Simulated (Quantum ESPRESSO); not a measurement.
**Pb under changes of volume**

One of the cells (30.323 Å³/atom); the others are scaled copies at fixed shape and fractional positions:

```
CELL_PARAMETERS angstrom
0.00000 2.47502 2.47502
2.47502 0.00000 2.47502
2.47502 2.47502 0.00000
ATOMIC_POSITIONS crystal
Pb 0.00000 0.00000 0.00000
```

| Property | Result |
| --- | --- |
| Program | Quantum ESPRESSO 7.5 |
| Functional | LDA |
| Potentials or basis | PseudoDojo 0.4.1 SR LDA standard |
| Cutoff | 762 eV |
| Density cutoff | 3048 eV |
| k mesh | 9 × 9 × 9 |
| Occupations | fermi-dirac, width 0.05 eV |
| Spin | no spin polarisation |

| volume (Å³/atom) | energy over the lowest point (meV/atom) | pressure (GPa) |
| --- | --- | --- |
| 28.503 | ? | ? |
| 29.110 | 0.00 | -0.2 |
| 29.716 | 2.90 | -1.3 |
| 30.323 | 9.55 | -2.2 |
| 30.929 | 19.40 | -3.0 |
| 31.535 | 31.98 | -3.7 |
| 32.142 | 46.99 | -4.3 |

Problem. What does the run at 28.503 Å³/atom give?

Solution. Energy over the lowest point 1.38 meV/atom; pressure 1.0 GPa.

Worked out: A Birch-Murnaghan fit of order 3 (a polynomial in V^(-2/3)) to the other rows has its minimum at 28.99 Å³/atom, just outside them, with B0 = V·E''(V) = 56 GPa and B' = 6.0. It gives 1.40 meV/atom at 28.503 Å³/atom, against the run's 1.38, and -dE/dV = 1.0 GPa, against 1.0.

Energies are extrapolated to zero smearing.
